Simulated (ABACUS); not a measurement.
Nb under changes of volume

One of the cells (18.922 Å³/atom); the others are scaled copies at fixed shape and fractional positions:

```xyz
1
Lattice="0.0000 2.1150 2.1150 2.1150 0.0000 2.1150 2.1150 2.1150 0.0000" Properties=species:S:1:pos:R:3 pbc="T T T"
Nb    0.0000    0.0000    0.0000
```

This isn't the form of Nb at room conditions, which is bcc.

* Program: ABACUS 3.10.1
* Functional: PBEsol
* Potentials or basis: PseudoDojo NC SR 0.4.1 PBEsol standard
* Cutoff: 1116 eV
* Density cutoff: 4463 eV
* Basis: plane waves
* k mesh: 11 × 11 × 11
* Occupations: fermi-dirac, width 0.05 eV
* Spin: no spin polarisation

```csv
volume (Å³/atom),energy over the lowest point (meV/atom),pressure (GPa)
17.786,2.91,3.1
18.165,0.00,-0.7
18.543,?,?
18.922,19.42,-7.3
19.300,40.16,-10.1
19.679,67.24,-12.6
20.057,100.01,-14.9
```

Q: What does the run at 18.543 Å³/atom give?

A: Energy over the lowest point 5.78 meV/atom; pressure -4.2 GPa.

Worked out: A Birch-Murnaghan fit of order 3 (a polynomial in V^(-2/3)) to the other rows has its minimum at 18.10 Å³/atom with B0 = V·E''(V) = 180 GPa and B' = 4.1. It gives 5.78 meV/atom at 18.543 Å³/atom, against the run's 5.78, and -dE/dV = -4.2 GPa, against -4.2.

Energies are extrapolated to zero smearing.
